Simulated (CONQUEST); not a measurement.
GaP:

```
Ga P
1.0
     3.85409    0.00000    0.00000
     0.00000    3.85409    0.00000
     0.00000    0.00000    5.45050
Ga P
2 2
Direct
  0.00000 0.00000 0.00000
  0.50000 0.50000 0.50000
  0.00000 0.50000 0.25000
  0.50000 0.00000 0.75000
```

Base run:

| Item | Value |
| --- | --- |
| Program | CONQUEST 1.3 |
| Functional | PBE |
| Potentials or basis | PseudoDojo NC PBE, DZP, grid cutoff 120 Ha |
| k mesh | 7 × 7 × 5 |
| Occupations | fermi-dirac, width 0.05 eV |
| Spin | no spin polarisation |

Its results: band gap on the k mesh 1.54 eV; pressure 3.4 GPa.

**Question.** The run is repeated on the same cell with these changes: potentials or basis from PseudoDojo NC PBE, DZP, grid cutoff 120 Ha to PseudoDojo NC PBE, SZ, grid cutoff 120 Ha. What comes out?

**Answer.** Band gap on the k mesh 2.12 eV; pressure 9.1 GPa.

Caveats: the box holds several primitive cells, so bands are folded and the points are those of the box's own zone; the basis of atomic orbitals isn't converged, which shifts pressures, moduli and gaps; an odd mesh through Γ misses points on the zone boundary, where band edges often lie (some runs); the atomic basis is small (some runs); the real-space grid breaks the cell's symmetry a little (some runs).
